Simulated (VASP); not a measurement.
# MoS2 in VASP: single point with LDA

Aim: the single point of MoS2 with LDA.

Program: VASP 6.6.1. These are calculated values, not measurements. Logs are shortened: lines on timing, memory, paths and dates and some standing lists are left out, and cuts for length are marked.

## Step 1: The sheet as given

The cell holds a sheet with vacuum, 6 atoms: a = 3.192 Å, b = 3.192 Å, c = 27.277 Å, α = 90.00°, β = 90.00°, γ = 120.00°.

The cell was built by a generator and needn't be a form met in nature.

## Step 2: Single point, LDA

The input, INCAR:

```
SYSTEM = MoS2
PREC = Accurate ; ENCUT = 520
EDIFF = 1E-6 ; ISMEAR = -1
SIGMA = 0.05 ; LREAL = .FALSE.
LASPH = .TRUE. ; NELM = 100
ALGO = Normal ; ISIF = 2
LWAVE = .FALSE. ; LCHARG = .TRUE.
LELF = .TRUE. ; LVHAR = .TRUE.
LVACPOTAV = .TRUE.
```

The input, KPOINTS:

```
Automatic mesh
0
G
  12 12 1
  0 0 0
```

The input, POSCAR:

```
MoS2
1.0
    3.1916000000      0.0000000000      0.0000000000
   -1.5958000000      2.7640070000      0.0000000000
    0.0000000000      0.0000000000     27.2770000000
S Mo
4 2
Direct
    0.6666670000      0.3333340000      0.3323300000
    0.6666670000      0.3333340000      0.4461980000
    0.3333330000      0.6666670000      0.5538020000
    0.3333330000      0.6666670000      0.6676700000
    0.3333330000      0.6666670000      0.3892940000
    0.6666670000      0.3333340000      0.6107070000
```

Potentials or basis: VASP PAW LDA potentials, release 64 (S, Mo_sv).

The run is started by

```
$ cat potpaw_LDA.64/S/POTCAR potpaw_LDA.64/Mo_sv/POTCAR > POTCAR
$ mpirun -np 1 vasp_std > vasp.out
```

OUTCAR:

```text
SYSTEM = MoS2
   PREC = Accurate
   ENCUT = 520
   EDIFF = 1E-6
   ISMEAR = -1
   LREAL = .FALSE.
   LASPH = .TRUE.
   NELM = 100
   ISIF = 2

 ion  position               nearest neighbor table
   1  0.667  0.333  0.332-   5 2.41   5 2.41   5 2.41
   2  0.667  0.333  0.446-   5 2.41   5 2.41   5 2.41
   3  0.333  0.667  0.554-   6 2.41   6 2.41   6 2.41
   4  0.333  0.667  0.668-   6 2.41   6 2.41   6 2.41
   5  0.333  0.667  0.389-   2 2.41   2 2.41   2 2.41   1 2.41   1 2.41   1 2.41
   6  0.667  0.333  0.611-   3 2.41   3 2.41   3 2.41   4 2.41   4 2.41   4 2.41

  LATTYP: Found a hexagonal cell.
 ALAT       =     3.1916000000
 C/A-ratio  =     8.5464970548

  Lattice vectors:

 A1 = (   3.1916000000,   0.0000000000,   0.0000000000)
 A2 = (  -1.5958000000,   2.7640070000,   0.0000000000)
 A3 = (   0.0000000000,   0.0000000000,  27.2770000000)

Analysis of symmetry for initial positions (statically):
=====================================================================
 Subroutine PRICEL returns:
 Original cell was already a primitive cell.

 Routine SETGRP: Setting up the symmetry group for a
 hexagonal supercell.

 Subroutine GETGRP returns: Found 12 space group operations
 (whereof 12 operations were pure point group operations)
 out of a pool of 24 trial point group operations.

The static configuration has the point symmetry D_3d.

Analysis of symmetry for dynamics (positions and initial velocities):
=====================================================================
 Subroutine PRICEL returns:
 Original cell was already a primitive cell.

 Routine SETGRP: Setting up the symmetry group for a
 hexagonal supercell.

 Subroutine GETGRP returns: Found 12 space group operations
 (whereof 12 operations were pure point group operations)
 out of a pool of 24 trial point group operations.

The dynamic configuration has the point symmetry D_3d.

 Subroutine INISYM returns: Found 12 space group operations
 (whereof 12 operations are pure point group operations),
 and found     1 'primitive' translations

----------------------------------------------------------------------------------------

                                     Primitive cell

  volume of cell :     240.6269

  direct lattice vectors                    reciprocal lattice vectors
     3.191600000  0.000000000  0.000000000     0.313322471  0.180896792  0.000000000
    -1.595800000  2.764007000  0.000000000     0.000000000  0.361793584  0.000000000
     0.000000000  0.000000000 27.277000000     0.000000000  0.000000000  0.036660923

  length of vectors
     3.191600000  3.191600278 27.277000000     0.361793616  0.361793584  0.036660923

  position of ions in fractional coordinates (direct lattice)
     0.666667000  0.333334000  0.332330000
     0.666667000  0.333334000  0.446198000
     0.333333000  0.666667000  0.553802000
     0.333333000  0.666667000  0.667670000
     0.333333000  0.666667000  0.389294000
     0.666667000  0.333334000  0.610707000

  ion indices of the primitive-cell ions
   primitive index   ion index
                 1           1
                 2           2
                 3           3
                 4           4
                 5           5
                 6           6

----------------------------------------------------------------------------------------

 KPOINTS: Automatic mesh

Automatic generation of k-mesh.
 Grid dimensions read from file:
 generate k-points for:   12   12    1

 Generating k-lattice:

  Cartesian coordinates                     Fractional coordinates (reciprocal lattice)
     0.026110206  0.015074733  0.000000000     0.083333333  0.000000000  0.000000000
     0.000000000  0.030149465  0.000000000     0.000000000  0.083333333  0.000000000
     0.000000000  0.000000000  0.036660923     0.000000000  0.000000000  1.000000000

  Length of vectors
     0.030149468  0.030149465  0.036660923

  Shift w.r.t. Gamma in fractional coordinates (k-lattice)
     0.000000000  0.000000000  0.000000000

 Subroutine IBZKPT returns following result:
 ===========================================

 Found     19 irreducible k-points:

 Following reciprocal coordinates:
            Coordinates               Weight
  0.000000  0.000000  0.000000      1.000000
  0.083333  0.000000  0.000000      6.000000
  0.166667  0.000000  0.000000      6.000000
  0.250000  0.000000  0.000000      6.000000
  0.333333  0.000000  0.000000      6.000000
  0.416667  0.000000  0.000000      6.000000
[... 11 lines left out ...]
  0.333333  0.250000  0.000000     12.000000
  0.333333  0.333333  0.000000      2.000000
   k-points           NKPTS =     19   k-points in BZ     NKDIM =     19   number of bands    NBANDS=     31
   number of dos      NEDOS =    301   number of ions     NIONS =      6
   total plane-waves  NPLWV = 120960
   dimension x,y,z NGX =    24 NGY =   24 NGZ =  210
   dimension x,y,z NGXF=    48 NGYF=   48 NGZF=  420
   ions per type =               4   2
   NGX,Y,Z   is equivalent  to a cutoff of  12.50, 12.50, 12.80 a.u.
   NGXF,Y,Z  is equivalent  to a cutoff of  25.00, 25.00, 25.60 a.u.
 SYSTEM =  MoS2
   PREC   = accura    normal or accurate (medium, high low for compatibility)
   ISTART =      0    job   : 0-new  1-cont  2-samecut
   ICHARG =      2    charge: 1-file 2-atom 10-const
   ISPIN  =      1    spin polarized calculation?
   LNONCOLLINEAR =      F non collinear calculations
   LSORBIT =      F    spin-orbit coupling
   LASPH  =      T    aspherical Exc in radial PAW
   ENCUT  =  520.0 eV  38.22 Ry    6.18 a.u.   5.93  5.93 50.72*2*pi/ulx,y,z
   NELM   =    100;   NELMIN=  2; NELMDL= -5     # of ELM steps
   EDIFF  = 0.1E-05   stopping-criterion for ELM
   LREAL  =      F    real-space projection
   EDIFFG = 0.1E-04   stopping-criterion for IOM
   NSW    =      0    number of steps for IOM
   IBRION =     -1    ionic relax: 0-MD 1-quasi-New 2-CG
   NFREE  =      0    steps in history (QN), initial steepest desc. (CG)
   ISIF   =      2    stress and relaxation
   ISYM   =      2    0-nonsym 1-usesym 2-fastsym
   POTIM  = 0.5000    time-step for ionic-motion
   TEBEG  =    0.0;   TEEND  =   0.0 temperature during run
   PSTRESS=    0.0 pullay stress
   NELECT =      52.0000    total number of electrons
   NUPDOWN=      -1.0000    fix difference up-down
   EMIN   =  10.00;   EMAX   =-10.00  energy-range for DOS
   EFERMI =   0.00;   METHOD = LEGACY
   ISMEAR =    -1;   SIGMA  =   0.05  broadening in eV -4-tet -1-fermi 0-gaus
   EFERMI_NEDOS =   21; number of points for ismear=-14 and -15
   IALGO  =     38    algorithm
   IMIX   =      4    mixing-type and parameters
     AMIX     =   0.40;   BMIX     =  1.00
     AMIX_MAG =   1.60;   BMIX_MAG =  1.00
  volume/ion in A,a.u.               =      40.10       270.64
  Fermi-wavevector in a.u.,A,eV,Ry     =   0.982414  1.856493 13.131490  0.965137
  Thomas-Fermi vector in A             =   2.113495
   LORBIT       =      0    0 simple, 1 ext, 2 COOP (PROOUT), +10 PAW based schemes
   GGA     = CA    functional components
   LHFCALC =     F    Hartree Fock is set to
   AEXX    =    0.0000 exact exchange contribution
   IVDW    =     0    specifies the selected vdW correction
   LEPSILON=     F    determine dielectric tensor
   LRPA    =     F    only Hartree local field effects (RPA)
 non-spin polarized calculation
  energy-cutoff  :      520.00
  volume of cell :      240.63
 maximum number of plane-waves:      6534
 NGX is ok and might be reduce to    24
   NGX = 11   NGY = 11   NGZ =101

 number of electron      51.9999999 magnetization

 Free energy of the ion-electron system (eV)
  ---------------------------------------------------
  ext. energy  EPLUGINS =         0.00000000
  ---------------------------------------------------
  free energy    TOTEN  =       -48.73831745 eV

  energy without entropy =      -48.73831559  energy(sigma->0) =      -48.73831652

 E-fermi :   0.6213     XC(G=0):  -5.3423

 val. band max:        0.1593573791   @ k =   0.0000   0.0000   0.0000
 cond. band min:       1.1544161179   @ k =   0.3333   0.3333   0.0000
 fundamental gap:      0.9950587388
 Fermi energy:         0.6212574382

 k-point     1 :       0.0000    0.0000    0.0000
  band No.  band energies     occupation
      1     -60.9550      2.00000
      2     -60.9532      2.00000
      3     -35.2926      2.00000
      4     -35.2909      2.00000
      5     -35.0848      2.00000
      6     -35.0848      2.00000
[... 23 lines left out ...]
     30       2.2916      0.00000
     31       2.5178      0.00000

 k-point     2 :       0.0833    0.0000    0.0000
  band No.  band energies     occupation
      1     -60.9525      2.00000
      2     -60.9507      2.00000
      3     -35.2877      2.00000
      4     -35.2859      2.00000
      5     -35.1102      2.00000
      6     -35.1085      2.00000
[... 23 lines left out ...]
     30       2.3630      0.00000
     31       2.3667      0.00000

 k-point     3 :       0.1667    0.0000    0.0000
  band No.  band energies     occupation
      1     -60.9457      2.00000
      2     -60.9439      2.00000
      3     -35.2741      2.00000
      4     -35.2724      2.00000
      5     -35.1793      2.00000
      6     -35.1775      2.00000
[... 23 lines left out ...]
     30       2.1002      0.00000
     31       2.2425      0.00000

 k-point     4 :       0.2500    0.0000    0.0000
  band No.  band energies     occupation
      1     -60.9363      2.00000
      2     -60.9346      2.00000
      3     -35.2724      2.00000
      4     -35.2707      2.00000
      5     -35.2556      2.00000
      6     -35.2538      2.00000
[... 465 lines left out ...]
     30       2.3794      0.00000
     31       2.4696      0.00000

 k-point    18 :       0.3333    0.2500    0.0000
  band No.  band energies     occupation
      1     -60.9141      2.00000
      2     -60.9124      2.00000
      3     -35.3914      2.00000
      4     -35.3897      2.00000
      5     -35.2777      2.00000
      6     -35.2760      2.00000
[... 23 lines left out ...]
     30       2.7575      0.00000
     31       2.8212      0.00000

 k-point    19 :       0.3333    0.3333    0.0000
  band No.  band energies     occupation
      1     -60.9129      2.00000
      2     -60.9111      2.00000
      3     -35.3641      2.00000
      4     -35.3623      2.00000
      5     -35.3206      2.00000
      6     -35.3189      2.00000
[... 23 lines left out ...]
     30       2.8891      0.00000
     31       3.0610      0.00000

------------------------ aborting loop because EDIFF is reached ----------------------------------------

  FORCE on cell =-STRESS in cart. coord.  units (eV):
  Direction    XX          YY          ZZ          XY          YZ          ZX
  --------------------------------------------------------------------------------------
  -------------------------------------------------------------------------------------
  Total       -4.9541412     -4.9541424     -2.7810051     -0.0000000      0.0000000     -0.0000000
  in kB      -32.9863882    -32.9863958    -18.5168951     -0.0000000      0.0000000     -0.0000000
  external PRESSURE =     -28.1632264 kB  Pullay stress =       0.0000000 kB

 VOLUME and BASIS-vectors are now :
 -----------------------------------------------------------------------------
  energy-cutoff  :      520.00
  volume of cell :      240.63
      direct lattice vectors                 reciprocal lattice vectors
     3.191600000  0.000000000  0.000000000     0.313322471  0.180896792  0.000000000
    -1.595800000  2.764007000  0.000000000     0.000000000  0.361793584  0.000000000
     0.000000000  0.000000000 27.277000000     0.000000000  0.000000000  0.036660923

 POSITION                                       TOTAL-FORCE (eV/Angst)
 -----------------------------------------------------------------------------------
      1.59580      0.92134      9.06497        -0.000000      0.000000      0.466891
      1.59580      0.92134     12.17094        -0.000000     -0.000000     -0.384171
     -0.00000      1.84267     15.10606         0.000000      0.000000      0.384171
     -0.00000      1.84267     18.21203         0.000000      0.000000     -0.466891
     -0.00000      1.84267     10.61877        -0.000000     -0.000000     -0.068615
      1.59580      0.92134     16.65825         0.000000      0.000000      0.068615
 -----------------------------------------------------------------------------------
    total drift:                                0.004428     -0.007669     -0.077374

  FREE ENERGIE OF THE ION-ELECTRON SYSTEM (eV)
  ---------------------------------------------------
  free  energy   TOTEN  =       -48.7383174510 eV

  energy  without entropy=      -48.7383155912  energy(sigma->0) =      -48.73831652
```

Wall time 1.8 min (1 thread of Intel Xeon 6975P-C (Granite Rapids), shared host); peak memory 0.33 GiB.

What came out:

| Quantity | Value |
| --- | --- |
| Free energy | -48.7383 eV |
| Largest force | 0.467 eV/Å |
| Band gap on the k mesh | 1.00 eV, indirect (least direct gap 1.60 eV) |

Forces on the atoms (eV/Å):
```
S    0.000  0.000  0.467
S    0.000  0.000 -0.384
S    0.000  0.000  0.384
S    0.000  0.000 -0.467
Mo   0.000  0.000 -0.069
Mo   0.000  0.000  0.069
```
